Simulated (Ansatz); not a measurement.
# SnO2 (monoclinic HfO2 sites, Pbcn) by several functionals

All numbers come from Ansatz. No magnetic order and no zero-point or thermal motion; the cell was built from a prototype and may be hypothetical.

The cell is a 12-atom cell of SnO2 built on monoclinic HfO2 (relaxed group Pbcn); cell and atoms were relaxed with r2SCAN. It is orthorhombic, Pbcn (No. 60); conventional cell a = 4.731 Å, b = 5.745 Å, c = 5.238 Å, 11.86 Å³ an atom. Sn has 6 O at 2.03–2.11 Å; O has 3 Sn at 2.03–2.11 Å.

```yaml
crystal:
  lattice:
    - [5.22063, 0.00000, 0.42370]
    - [0.00000, 4.73073, 0.00000]
    - [-0.46477, 0.00000, 5.72644]
  atoms:
    - { symbol: Sn, position: [0.25000, 0.50000, 0.66512] }
    - { symbol: Sn, position: [0.75000, 0.00000, 0.83488] }
    - { symbol: Sn, position: [0.75000, 0.50000, 0.33488] }
    - { symbol: Sn, position: [0.25000, 0.00000, 0.16512] }
    - { symbol: O, position: [0.42108, 0.77018, 0.89235] }
    - { symbol: O, position: [0.57892, 0.27018, 0.60765] }
    - { symbol: O, position: [0.57892, 0.22982, 0.10765] }
    - { symbol: O, position: [0.42108, 0.72982, 0.39235] }
    - { symbol: O, position: [0.07892, 0.27018, 0.39235] }
    - { symbol: O, position: [0.92108, 0.77018, 0.10765] }
    - { symbol: O, position: [0.92108, 0.72982, 0.60765] }
    - { symbol: O, position: [0.07892, 0.22982, 0.89235] }
```

Relaxed lattice by functional, symmetry kept:

| functional | k mesh | a (Å) | b (Å) | c (Å) | volume (Å³/atom) |
| --- | --- | --- | --- | --- | --- |
| PBE | 6×6×6 | 4.790 | 5.824 | 5.305 | 12.33 |
| r2SCAN | 4×6×4 | 4.731 | 5.745 | 5.238 | 11.86 |
| PBEsol | 4×6×4 | 4.743 | 5.751 | 5.248 | 11.93 |

On this one geometry the levels give:
```json
{"level": "PBE", "k mesh": "6×6×4", "gap (eV)": "1.41", "kind": "indirect", "edges": "Γ–X (0.80) → Γ", "least direct gap (eV)": "1.43"}
{"level": "PBE+SOC", "k mesh": "6×6×4", "gap (eV)": "1.41", "kind": "indirect", "edges": "Γ–X (0.76) → Γ", "least direct gap (eV)": "1.43"}
{"level": "r2SCAN", "k mesh": "6×6×4", "gap (eV)": "2.07", "kind": "indirect", "edges": "Γ–X (0.76) → Γ", "least direct gap (eV)": "2.09"}
{"level": "HSE06", "k mesh": "4×4×4", "gap (eV)": "3.13", "kind": "direct", "edges": "Γ", "least direct gap (eV)": "3.13"}
{"level": "PBE0", "k mesh": "4×4×4", "gap (eV)": "3.84", "kind": "direct", "edges": "Γ", "least direct gap (eV)": "3.84"}
```
PBE: smearing of 0.02 eV; the others have fixed occupations.
Wave cutoffs: 420 eV, 500 eV (r2SCAN).
Points off the special ones are mesh points or PBE's searched band edges, reused at the other levels.

The HSE06 gap is direct at Γ: 3.13 eV. Spin-orbit coupling changes the PBE gap by 0.00 eV, to 1.41 eV.

r2SCAN covers 38 % of the step from PBE to HSE06. Spin-orbit coupling moves the least or the direct gap by up to 0.01 eV, so it can be left out where a tenth of an eV counts. Direct and least gap lie within 0.04 eV at some levels, so the kind of gap isn't settled.

r2SCAN (ground state on 4×4×4): The clamped-ion dielectric constant comes out as 4.31, 4.13 and 4.19 along x, y and z. Born charges, averaged over directions: Sn +4.30, O -2.15 e. The program notes that the ground state's band table doesn't vouch for all the bands that the response reads.

On the PBEsol cell (a = 4.743 Å, b = 5.751 Å, c = 5.248 Å), with PBEsol: The zone-centre optical frequencies run from 136 to 713 cm⁻¹, none imaginary (the rest of the zone wasn't tested). The long-range field leaves the highest mode where it is. By the program's warning the force constants, and with them frequencies and ε⁰, aren't converged on this mesh. ε∞: 4.92, 4.77 and 4.81 along x, y and z. With the ions relaxed, ε⁰ is 13.0, 13.4 and 12.7 along x, y and z. Born charges, averaged over directions: Sn +4.31, O -2.16 e. The program notes that the ground state's band table doesn't vouch for all the bands that the response reads.

Only the levels marked +SOC include spin-orbit coupling.

The meshes of the hybrids are coarse, so their gaps aren't converged to the digits shown.
